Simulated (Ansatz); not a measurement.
Space group P6/mmm (No. 191). a = 5.121 Å, b = 5.121 Å, c = 3.233 Å, α = 90.00°, β = 90.00°, γ = 120.00°
```csv
atom,site,symmetry,x,y,z
Sc,2c,-6m2,0.6667,0.3333,0.0000
Sc,1b,6/mmm,0.0000,0.0000,0.5000
```

Equation of state of this Sc structure (not necessarily the ground state), with shape and atoms relaxed at each volume where symmetry leaves them free. It has no gap at any of these volumes. These are results of Ansatz, DFT PBE, scalar-relativistic, plane waves, PAW, not measurements.

Settings: cutoff 420 eV, Γ-centred mesh 10×10×14 on the computed 3-atom cell, Gaussian smearing of 0.10 eV; no spin polarisation.

```json
{"V (Å³/atom)": "21.541", "E − E(largest V) (meV/atom)": "33.66", "P (GPa)": "8.35"}
{"V (Å³/atom)": "22.275", "E − E(largest V) (meV/atom)": "1.39", "P (GPa)": "5.84"}
{"V (Å³/atom)": "23.009", "E − E(largest V) (meV/atom)": "-20.11", "P (GPa)": "3.64"}
{"V (Å³/atom)": "23.744", "E − E(largest V) (meV/atom)": "-32.13", "P (GPa)": "1.70"}
{"V (Å³/atom)": "24.478", "E − E(largest V) (meV/atom)": "-35.82", "P (GPa)": "0.00"}
{"V (Å³/atom)": "25.213", "E − E(largest V) (meV/atom)": "-32.18", "P (GPa)": "-1.50"}
{"V (Å³/atom)": "25.947", "E − E(largest V) (meV/atom)": "-22.10", "P (GPa)": "-2.82"}
{"V (Å³/atom)": "26.926", "E − E(largest V) (meV/atom)": "0.00", "P (GPa)": "-4.32"}
```

Task: Fit a third-order Birch–Murnaghan equation to E(V).

Result: V0 = 24.47 Å³/atom, B0 = 53 GPa, B0' = 3.3.

This form isn't the element's structure at ambient conditions.